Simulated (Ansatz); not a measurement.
CoO:

```
CELL_PARAMETERS angstrom
1.60222 0.92504 2.56647
-1.60222 0.92504 2.56647
0.00000 -1.85008 2.56647
ATOMIC_POSITIONS crystal
Co 0.99898 0.99898 0.99898
O 0.75102 0.75102 0.75102
```

Measurements of this composition are mostly on another form, of space group No. 225.

Alike in all runs: program Ansatz 0.2.0; functional PBE; potentials or basis Ansatz PAW; cutoff 420 eV (not typed: the program's choice for these potentials); k mesh 10 × 10 × 10; occupations fermi-dirac, width 0.05 eV.

Starts and where they ended:

```csv
start,free energy over the lowest (meV/atom),net moment (μB),site or absolute moments (μB),gap
no spin polarisation,188.7,-,-,none (metal or under the smearing width)
"collinear spin, ferromagnetic start of up to 2 μB",0.0,2.76,Co +2.20; O +0.30,none (metal or under the smearing width)
"collinear spin, random start of up to 1.71 μB",0.0,2.76,Co +2.20; O +0.30,none (metal or under the smearing width)
```

Allowing spin polarisation gains 189 meV/atom. A still lower state may exist.

Caveats: semilocal functionals often make such compounds metallic where correlation or magnetic order opens a gap, which also shifts bond lengths; a cell with one magnetic atom can't hold antiferromagnetic order, which such compounds often take (some runs); an odd number of electrons without spin polarisation forces a metal (some runs); a magnetic or distorted state may lie lower (some runs).
